# Predicting the next tunnelling image of a silicon carbide slab

A scanning tunnelling microscope collects electrons through a gap, and the bias selects which electronic states take part. At negative bias the image shows filled states of the sample, at positive bias empty ones. The table comes from density functional theory for a thin silicon carbide slab with one carbon atom missing from the top surface of each repeated cell. Zero bias is the middle of the calculated gap. In the Tersoff-Hamann picture used here, the image is the density of all states between zero bias and the chosen voltage.

The mean density is taken in a plane 3 Å above the topmost nucleus. "Bright over dark" compares the brightest and darkest places in that plane. Corrugation is the height difference along a surface of constant density, and the apparent barrier expresses in eV how fast the density decays into the vacuum. For the image at 2.000 V only the brightest site is disclosed at this point.

Tersoff-Hamann images of a SiC slab with a carbon vacancy (Si12C11), from Ansatz 0.2.0 with PBE, plane-wave PAW, a 420 eV cutoff, a 10 × 12 × 1 k mesh, 0.1 eV Gaussian smearing and no spin polarisation. Sample bias is counted from mid-gap. Heights are from the topmost nucleus: 4 Å for the barrier, 3 Å for the rest, with the plane's mean density as corrugation set point.

```csv
bias (V),log10 mean density (log10 of e/angstrom^3),bright over dark,corrugation (Å),brightest over,apparent barrier at 4 angstrom (eV)
-2.250,-3.533,17.91,1.149,Si,6.432
-1.450,-3.563,19.51,1.200,Si,6.375
-0.850,-3.652,51.12,2.043,Si,6.222
-0.500,-3.752,48.77,2.320,Si,6.198
0.450,-5.340,25.48,1.414,Si,6.327
0.800,-4.807,12.76,1.183,Si,5.838
1.400,-4.113,13.73,1.283,Si,5.029
2.000,?,?,?,between,?
```

## (a) What does a wider window do on each side of zero, and why?

**Solution.** The two sides respond very differently. From -0.500 to -2.250 V the mean density grows only 1.7 times, while from 0.450 to 1.400 V it grows 17 times. The filled side starts far ahead: its density at -0.500 V is about 39 times that at 0.450 V. Since it then grows so little, most of the filled-state signal comes from states within half an electronvolt of zero.

The apparent barrier follows the same division. It rises by 0.23 eV over the whole filled range but falls by 1.3 eV over the known empty range. A wider positive window thus adds states whose tails reach further out.

A particle in a finite square well shows why. Outside the well its wave function decays exponentially, and a level nearer the rim has a longer tail than a deep one. For a barrier $\phi$, the density decays with height $z$ as

$$
n \propto e^{-2\kappa z},\qquad \kappa=\frac{\sqrt{2m\phi}}{\hbar}\approx 0.51\,\sqrt{\phi/\mathrm{eV}}\ \text{Å}^{-1},
$$

where $m$ is the electron mass and $\hbar$ the reduced Planck constant. The well has only one dimension, so it can guide us on density and decay but not on the pattern across the surface.

Applied to the slab, the argument runs as follows. States added at more negative bias lie deeper and decay faster, so they tend to add less to the signal. States added at more positive bias lie higher and decay more slowly.

On both sides, the tails are only part of the story. The same calculation shows where the states sit in the slab. Of the filled states between zero and -0.500 V, 51% lie on the top atomic plane, which faces the tip. Of those added between -0.500 and -0.850 V, only 17% do. Further down the share recovers to 30% or more while the added density stays small, so faster decay and probably the shape of the orbitals matter there.

The empty side starts at the other face. Of the states between zero and 0.450 V, 62% lie on the bottom plane and only 9% on the top one. Between 0.800 and 1.400 V the top plane's share is 38%. The image at 0.450 V is therefore weak largely because few empty states sit at the top surface, and much of the later growth comes from states that do. The bottom plane is the back face of the slab, cut and held at bulk positions. In a thick crystal it would be far out of reach, but here its states help to set the gap and so the zero of bias. The weak start of the empty side is thus partly a product of the model.

The apparent barrier should not be read as a work function. At 0.450 V it is 6.33 eV, although the vacuum level lies only 5.23 eV above zero bias. Motion parallel to the surface ties up kinetic energy and so speeds the decay, which raises the apparent barrier. The calculated potential is also rough where the density is thin, and this may contribute.

A simple metal surface would begin differently. Its states run smoothly through zero, so small biases of either sign would give similar densities. At larger bias the empty side would again gain from its longer tails.

## (b) What should the image at 2.000 V look like?

**Solution.** The forecast uses the three known images at positive bias, because the filled side follows a different pattern. Two constants adjusted to three points test a formula only weakly. The ranges below are therefore judgements, wider than the scatter of the fits.

**Barrier.** If the highest states in the window dominate and keep the same motion along the surface, the barrier should fall by 1 eV per volt. The known values fall faster. A least-squares line through them gives, with $V$ the bias in volts,

$$
\phi/\mathrm{eV}=6.937-1.364\,V .
$$

At 2.000 V this is 4.2 eV. A fall of exactly 1 eV per volt from the last known image would give 4.4 eV instead. The forecast is 4.2 eV, with a range of 3.8 to 4.6 eV.

**Mean density.** The density $n$, in electrons per cubic ångström, should grow for two reasons: the window widens, and each volt of window contributes more. The first effect gives a factor $V$. The second is taken as exponential, since a lower barrier acts through an exponent. A least-squares fit of the density per volt to the same three images gives

$$
\log_{10} n=\log_{10}V-5.335+0.770\,V .
$$

The formula predicts -3.49 at 2.000 V. By a rough estimate, the falling barrier could supply about half of the known logarithmic growth per volt. The growing number of states at the top surface is large enough to supply the rest. If that extra supply stopped growing at 1.400 V, the result would be -3.70. The forecast is about -3.5, with a range of -3.8 to -3.2.

**Contrast.** Here there is no formula, only a clue. The brightest site is over Si in every known image, but at 2.000 V it lies between atoms. The new states should then light up places that used to be dimmer and so even out the image. They could instead bring a strong contrast of their own. The forecast is that bright over dark falls to about 9, with a range of 4.5 to 18.

**Corrugation.** Let $C$ be the ratio of bright to dark density. To stay at constant density, the tip must rise over a bright place until exponential decay has cancelled this ratio. Setting $C\,e^{-2\kappa\Delta z}=1$ gives the height difference

$$
\Delta z=\frac{\ln C}{2\kappa}.
$$

This assumes the same decay over bright and dark places. A least-squares fit to the three known empty-state images multiplies the result by 1.13, which absorbs part of the error of that assumption.

The estimate for 2.000 V can now be worked in full. A barrier of 4.2 eV gives $2\kappa\approx2\times0.51\times\sqrt{4.2}\approx2.1$ Å$^{-1}$. With $C=9$, $\ln C\approx2.2$, so

$$
\Delta z\approx1.13\times\frac{2.2}{2.1}\ \text{Å}\approx1.2\ \text{Å}.
$$

The range is 0.8 to 1.6 Å. A separate test of the formula is possible once the calculated contrast and barrier are inserted. It should then match the calculated corrugation within 15%.

## (c) How do the forecasts fare, and what do they reveal about the added states?

The withheld rows as computed:

```csv
bias (V),log10 mean density (log10 of e/angstrom^3),bright over dark,corrugation (Å),brightest over,apparent barrier at 4 angstrom (eV)
2.000,-3.614,18.40,1.605,between,4.334
```

**Solution.** The barrier and the mean density fall within their ranges. The contrast forecast fails, and it takes the corrugation forecast with it.

The calculated barrier is 4.33 eV, so the line was 0.13 eV too low. Between the last two images the barrier falls by $5.029-4.334=0.695$ eV over 0.6 V, or about 1.2 eV per volt. The fall has eased but is still steeper than 1 eV per volt, so the rising energy of the states probably does not account for all of it.

The logarithm of the mean density is -3.61, which makes the predicted density about a third too high. The calculated value lies between the exponential forecast and the estimate with a constant supply of states, slightly nearer the latter. The growth per volt thus continued, but more slowly than the three earlier images suggested. With so few points, the exponential was a reasonable guide but no law.

The contrast did not fall to 9. It rose from 13.7 at 1.400 V to 18.4, just beyond the upper limit of the range. The direction was wrong, which matters more than the narrow margin. The shift of the brightest site had been read as a sign of a more even image.

The failure can be turned into a firm statement about the new states. The image at 2.000 V is the sum of the image at 1.400 V and the density added above it, and the added part supplies 68% of the mean. When two patterns are added, the bright-to-dark ratio of the sum cannot exceed the larger of the two separate ratios. The earlier pattern has a ratio of only 13.7, so the added states must have a ratio of at least 18.4 on their own.

This shows where the reasoning slipped. New density between the atoms can create a new brightest place while leaving other places dark. The darkest place moved too, from near one atom to almost directly above another. The position of the maximum does not tell us how well the minimum has been filled. Here the new brightest place lies 0.89 Å to the side of a Si atom, and 82% of the added states sit on the top atomic plane, where the carbon atom is missing. Broken bonds of the Si atoms around the vacancy could produce such a pattern, but the orbitals would have to be inspected to test that idea.

The calculated corrugation is 1.605 Å, marginally above the range and well above the forecast of 1.2 Å. The formula itself was not at fault. With the calculated contrast and barrier inserted, it gives 1.55 Å, about 4% below the calculated value. This image was not used to set the factor of 1.13, so the agreement supports the link between contrast, decay and corrugation. The error in the forecast came mainly from the contrast put into it.

The same formula has a clear weak spot on the filled side. At -0.500 V it gives 1.73 Å where the calculation gives 2.32 Å, and at -0.850 V it is also too low, by about 15%. These are the two images with the strongest contrast. Their constant-density surfaces probably dip close to the atoms over dark places, where a single decay constant no longer serves. The Tersoff-Hamann picture is least reliable there too. For the two wider filled windows the formula is instead too high, by less than a tenth.

For anyone who reads such images in practice, the main lesson is that corrugation is not a map of atomic heights. The atoms stay in place throughout the table, yet the corrugation runs from 1.15 to 2.32 Å. Each image has its own density set point as well as its own set of states, and the table does not separate the two effects. The voltages should not be transferred directly to an instrument, since the functional misplaces the gap and the model is a thin slab without spin polarisation, surface reconstruction or the tip's bending of the bands.
